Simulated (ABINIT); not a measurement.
Crystal: SnSe.

```
Sn Se
1.0
     0.00000    3.01000    3.01000
     3.01000    0.00000    3.01000
     3.01000    3.01000    0.00000
Sn Se
1 1
Direct
  0.00000 0.00000 0.00000
  0.50000 0.50000 0.50000
```

Measurements of this composition are mostly on another form, of space group No. 62.

Program: ABINIT 10.8.3 (patched build). Alike in all runs: potentials or basis JTH PAW PBE v2.0; no spin polarisation; cell as given; smearing fermi-dirac 0.05 eV. Hardware: 1 thread of Arm Neoverse V2 (shared host).

Problem. Order these runs on this cell by their wall time, lowest first.
A. task single point; level PBE; k mesh 5 × 5 × 5; cutoff (eV) 599; fine-grid cutoff 1197.3 eV
B. task band structure; level r2SCAN; k mesh 8 × 8 × 8; cutoff (eV) 707; fine-grid cutoff 1306.15 eV
C. task band structure; level PBE; k mesh 8 × 8 × 8; cutoff (eV) 599; fine-grid cutoff 1197.3 eV

Solution. A (8.8 s), C (70 s), B (310 s).
